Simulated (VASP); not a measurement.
Wanted: the native input for a VASP 6.6.1 run.

| Quantity | Value |
| --- | --- |
| Task | single point |
| Functional | PBE |
| Potentials or basis | VASP PAW PBE potentials, release 64 (Sr_sv, Cl) |
| Cutoff | 520 eV |
| k mesh | 6 × 6 × 6 |
| Occupations | gaussian, width 0.05 eV |
| Spin | no spin polarisation |
| Dipole correction | no |
| Further INCAR settings | ALGO = Fast; EDIFF = 1e-07; NBANDS = 19 |

The structure of SrCl2 lies in POSCAR:

```
SrCl2
1.0
    0.0000000000      3.1053838061      4.3910127018
    3.1053838061      0.0000000000      4.3910127018
    3.1053838061      3.1053838061      0.0000000000
Sr Cl
1 2
Direct
    0.0000000000      0.0000000000      0.0000000000
    0.2500000000      0.2500000000      0.2500000000
    0.7500000000      0.7500000000      0.7500000000
```

Measurements of this composition are mostly on another form, of space group No. 225.

These files were run (other wordings do the same):

INCAR

```
PREC     = Accurate       # precision mode
ENCUT    = 520            # plane-wave cutoff, eV
EDIFF    = 1E-7           # SCF threshold, eV
ISMEAR   = 0              # smearing method
SIGMA    = 0.05           # smearing width, eV
LREAL    = False          # projectors in reciprocal space
LASPH    = True           # aspherical terms in the spheres
NELM     = 80             # most SCF steps
ALGO     = Fast           # electronic algorithm
ISIF     = 2              # what is computed and relaxed
LWAVE    = False          # write WAVECAR
LCHARG   = False          # write CHGCAR
GGA      = PE             # functional
NBANDS   = 19             # bands
```

KPOINTS

```
regular mesh
0
Gamma
  6 6 6
```

Potentials or basis: VASP PAW PBE potentials, release 64 (Sr_sv, Cl).

The run is started by

```bash
$ cat potpaw_PBE.64/Sr_sv/POTCAR potpaw_PBE.64/Cl/POTCAR > POTCAR
$ mpirun -np 1 vasp_std > vasp.out
```

It gave:

```json
{
 "Pressure": "1.9 GPa",
 "Band gap on the k mesh": "2.00 eV, indirect (least direct gap 2.43 eV)"
}
```

Run time: 79 s on 1 thread of Intel(R) Xeon(R) Platinum 8375C CPU @ 2.90GHz (Ice Lake), on a shared host, peak memory 0.25 GiB.
